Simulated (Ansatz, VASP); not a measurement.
## MgS: VASP beside Ansatz

The input INCAR:

```
SYSTEM = MgS
PREC = Accurate
ENCUT = 520
EDIFF = 1E-8
ISMEAR = -1
SIGMA = 0.01
LREAL = .False.
LASPH = .True.
NELM = 60
ALGO = Normal
ISIF = 2
LWAVE = .False.
LCHARG = .False.
GGA = CA
LEFG = .True.
NBANDS = 11
```

Contents of KPOINTS:

```
Automatic mesh
0
Gamma
  8 8 8
  0 0 0
```

POSCAR

```
MgS
1.0
    0.0000000000      2.6358861630      2.6358861630
    2.6358861630      0.0000000000      2.6358861630
    2.6358861630      2.6358861630      0.0000000000
Mg S
1 1
Direct
    0.0000000000      0.0000000000      0.0000000000
    0.5000000000      0.5000000000      0.5000000000
```

Input for Ansatz:

```yaml
crystal:
  lattice:
    - [0.0, 2.635886163, 2.635886163]
    - [2.635886163, 0.0, 2.635886163]
    - [2.635886163, 2.635886163, 0.0]
  atoms:
    - { symbol: Mg, position: [0.0, 0.0, 0.0] }
    - { symbol: S, position: [0.5, 0.5, 0.5] }
kpoints:
  mp_grid: { grid: [8, 8, 8] }
scf:
  occupations: { method: fermi_dirac, width: 0.01 }
hamiltonian:
  xc: lda
  pseudopotentials: { kind: all_electron, datasets: crystal }
output:
  forces: true
  stress: true
  eigenvalues: true
  efg: { contact_densities: true }
```

Change from the starting cell: volume scaled by 1.04, crystal datasets.

Alike in both runs: task electric field gradients; functional LDA; k mesh 8 × 8 × 8; occupations fermi-dirac, width 0.01 eV; no spin polarisation.

|  | VASP | Ansatz |
| --- | --- | --- |
| version | VASP 6.6.1 | Ansatz 0.2.0 |
| potentials or method | VASP PAW LDA potentials, release 64 (Mg, S) | all-electron PAW with datasets made for the crystal, scalar-relativistic |
| plane-wave cutoff (eV) | 520 | see its input |

Ansatz gave:

```
gap on the k mesh at the Fermi level (eV)                      : 2.48
pressure (GPa)                                                 : -5.8
Vzz of the field gradient on the site that differs most (V/Å²) : 0.0
```

Question: What did VASP give for the same quantities?

Answer: gap on the k mesh at the Fermi level (eV): 2.47; pressure (GPa): -6.3; Vzz of the field gradient on the site that differs most (V/Å²): 0.0.

Ansatz ran all-electron here, so the differences hold the error of VASP's frozen core and of both bases.

A k mesh can miss the band edges.
